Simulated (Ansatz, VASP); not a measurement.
# One calculation of H, two programs

INCAR

```
SYSTEM = H
PREC     = Accurate       ! precision mode
ENCUT    = 520            ! plane-wave cutoff, eV
EDIFF    = 1E-7           ! SCF threshold, eV
ISMEAR   = 0              ! smearing method
SIGMA    = 0.05           ! smearing width, eV
LREAL    = .False.        ! projectors in reciprocal space
LASPH    = .True.         ! aspherical terms in the spheres
NELM     = 80             ! most SCF steps
ALGO     = Normal         ! electronic algorithm
ISIF     = 2              ! what is computed and relaxed
LWAVE    = .False.        ! write WAVECAR
LCHARG   = .False.        ! write CHGCAR
NBANDS   = 10             ! bands
```

Contents of KPOINTS:

```
regular mesh
0
Gamma
  8 8 4
  0 0 0
```

POSCAR

```
H
1.0
    1.6897451565     -2.7999804357      0.0000000000
    1.6897451565      2.7999804357      0.0000000000
    0.0000000000      0.0000000000      6.6294570510
H
4
Direct
    0.5678085000      0.4321915000      0.9995149500
    0.4321915000      0.5678085000      0.0004850500
    0.4321915000      0.5678085000      0.4995149500
    0.5678085000      0.4321915000      0.5004850500
```

Input for Ansatz:

```yaml
crystal:
  lattice:
    - [1.6897451565, -2.7999804357, 0.0]
    - [1.6897451565, 2.7999804357, 0.0]
    - [0.0, 0.0, 6.629457051]
  atoms:
    - { symbol: H, position: [0.5678085, 0.4321915, 0.99951495] }
    - { symbol: H, position: [0.4321915, 0.5678085, 0.00048505] }
    - { symbol: H, position: [0.4321915, 0.5678085, 0.49951495] }
    - { symbol: H, position: [0.5678085, 0.4321915, 0.50048505] }
basis:
  ecutwfc: 420
kpoints:
  mp_grid: { grid: [8, 8, 4] }
hamiltonian:
  xc: lda
scf:
  occupations: { method: gaussian, width: 0.05 }
output:
  forces: true
  stress: true
  eigenvalues: true
```

Change from the starting cell: strain +0.025 along x and y, +0.050 along z, atoms carried along.

Alike in both runs: task single point; functional LDA; k mesh 8 × 8 × 4; occupations gaussian, width 0.05 eV; no spin polarisation.

|  | VASP | Ansatz |
| --- | --- | --- |
| version | VASP 6.6.1 | Ansatz 0.2.0 |
| potentials or method | VASP PAW LDA potentials, release 64 (H) | scalar-relativistic, plane waves, PAW |
| plane-wave cutoff (eV) | 520 | 420 |
| valence electrons in the cell | 4 | 4 |

VASP gave:

| Quantity | Value |
| --- | --- |
| gap on the k mesh at the Fermi level (eV) | 7.84 |
| least direct gap on the mesh (eV) | 7.84 |
| pressure (GPa) | -0.2 |
| largest component of the traceless stress (GPa) | 0.63 |
| rms of the force components (eV/Å) | 0.182 |

Q: Estimate Ansatz's values.

A: gap on the k mesh at the Fermi level (eV): 7.84; least direct gap on the mesh (eV): 7.85; pressure (GPa): 0.0; largest component of the traceless stress (GPa): 0.61; rms of the force components (eV/Å): 0.175.

Atom by atom the forces differ by 0.008 eV/Å (rms over components).

A k mesh can miss the band edges.
